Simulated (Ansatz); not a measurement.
Set up this calculation in Ansatz 0.2.0, as the native input.

```yaml
Task: elastic constants
Functional: m-r2SCAN
Potentials_or_basis: Ansatz PAW
Cutoff: "500 eV (not typed: the program's choice for these potentials)"
k_mesh: 8 × 8 × 8
Occupations: fermi-dirac, width 0.15 eV
Spin: no spin polarisation
Atoms_under_strain: relaxed
```

The system is MgO.

```
Mg O
1.0
     0.00000    2.09700    2.09700
     2.09700    0.00000    2.09700
     2.09700    2.09700    0.00000
Mg O
1 1
Cartesian
  0.0000 0.0000 0.0000
  2.0970 2.0970 2.0970
```

The cell is a database's computed one.

The input as run:

input.yaml

```yaml
crystal:
  lattice:
    - [0.0, 2.0970013927, 2.0970013927]
    - [2.0970013927, 0.0, 2.0970013927]
    - [2.0970013927, 2.0970013927, 0.0]
  atoms:
    - { symbol: Mg, position: [0.0, 0.0, 0.0] }
    - { symbol: O, position: [0.5, 0.5, 0.5] }
hamiltonian:
  xc: mr2scan
  pseudopotentials: { kind: paw }
kpoints:
  mp_grid: { grid: [8, 8, 8] }
scf:
  occupations: { method: fermi_dirac, width: 0.15 }
output:
  forces: true
  stress: true
elastic:
  mode: relaxed_ion
  stencil: two_point
```

Potentials or basis: Ansatz PAW.

Run with:

```console
$ ansatz run input.yaml --threads 1 --pin off --max-ram 2560MiB --backend cpu --events-out ev --progress --plain --runs-dir out
```

Results of the run:

| Item | Value |
| --- | --- |
| Pressure | 1.3 GPa |
| Band gap on the k mesh | 5.76 eV, direct |
| Elastic constants C11, C12, C44 | 322, 97, 158 GPa |
| Voigt bulk modulus | 172 GPa |

Caveat: the PAW data sets come from PBE, with cores solved anew for the run's functional, which leaves a small shift of forces and pressure.

Wall time 6.9 s on 1 thread of INTEL(R) XEON(R) PLATINUM 8581C CPU @ 2.10GHz (Emerald Rapids) (shared host), peak memory 0.43 GiB.
